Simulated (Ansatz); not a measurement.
**Charge transition levels of the S on the W site in WS$_{2}$, term by term**

These are results of Ansatz 0.2.0, DFT PBE, scalar-relativistic, plane waves, PAW, not measurements. Settings: 420 eV cutoff, 2×2×2 k-mesh, Gaussian smearing of 0.01 eV, collinear spin in charge +1, -1 alone.

Host crystal, relaxed:

```yaml
crystal:
  lattice:
    - [3.18778, 0.00000, 0.00000]
    - [-1.59389, 2.76069, 0.00000]
    - [0.00000, 0.00000, 14.87128]
  atoms:
    - { symbol: W, position: [0.33333, 0.66667, 0.25000] }
    - { symbol: W, position: [0.66667, 0.33333, 0.75000] }
    - { symbol: S, position: [0.33333, 0.66667, 0.64435] }
    - { symbol: S, position: [0.66667, 0.33333, 0.14435] }
    - { symbol: S, position: [0.33333, 0.66667, 0.85565] }
    - { symbol: S, position: [0.66667, 0.33333, 0.35565] }
```

The S on the W site was set at (0.333, 0.667, 0.250) of the host cell, in a supercell of 42 sites (916 Å³), relaxed at fixed cell in each charge q. The host's Kohn–Sham gap is 1.63 eV and its static dielectric constant 8.8 (mean). For each charge: the supercell's free energy over the neutral one with q electrons exchanged at the valence band top, F(q) − F(0) + qE_v; the image-charge term; and the term that aligns the potential far from the defect with the host's.

Spin-orbit coupling is left out, which matters for the bands and energies of heavy elements.

```tsv
q	F(q) − F(0) + qE_v (eV)	image charge (eV)	alignment (eV)
+1	0.177	0.024	-0.495
0	0.000	0.000	0.000
-1	0.767	0.024	0.303
```

Q: Add the terms and find the levels between neighbouring charges, ε(q/q′) = [A(q′) − A(q)]/(q − q′), with and without the two corrections.

A: A(q): -0.294 eV for +1, 0.000 eV for 0, 1.094 eV for -1.
```tsv
level	corrected (eV over E_v)	uncorrected (eV)
(+1/0)	0.29	-0.18
(0/-1)	1.09	0.77
```

As a check, a point charge in a simple cubic cell of this volume has q²αe²/(2εL) = 0.238 q² eV (e² = 14.40 eV Å, α = 2.837, L = 9.71 Å); the shape of the real cell and the anisotropy of ε can change it somewhat. The term grows as q², so it pushes donor levels down and acceptor levels up. The program doubts the alignment for q = +1, -1, so levels beside it are uncertain by about that term.

Q: Which of these charges is lowest with the Fermi level at the valence band top, at mid-gap and at the conduction band bottom?

A: The line A(q) + qE_F that lies lowest gives the charge: +1 at E_F = 0.00 eV, 0 at E_F = 0.81 eV, -1 at E_F = 1.63 eV. In charge +1, -1 the cell has partly filled levels, from a carrier spread over the host's bands, a defect level that the small cell broadens into a band, or a degenerate defect level that the symmetric start can't split, so the levels beside it are doubtful. Without the alignment that the program doubts, the level (+1/0) would lie at -0.20 eV, outside the gap, so these runs don't decide whether the defect changes charge there. Charges beyond those computed could lie lower near the band edges.

Q: The neutral defect forms at 6.93 eV with atoms taken from and returned to the elements. What are the formation energies at those three Fermi levels, and what share of sites would hold the defect at 1200 K with E_F at mid-gap, if the host still stood at that temperature?

A: E_f = E_f(0) + A(q) + qE_F = 6.63, 6.93, 6.39 eV. In the dilute limit the share is exp(−E_f/k_BT) = exp(−6.928/0.1034) = 8.0×10⁻³⁰, leaving out degeneracy and vibrational entropy. Both elements stand at their elemental potentials, a limit that the host or competing compounds often put out of reach. The small cell and the narrow Kohn–Sham gap leave errors of tenths of an eV or more, which change the share by orders of magnitude.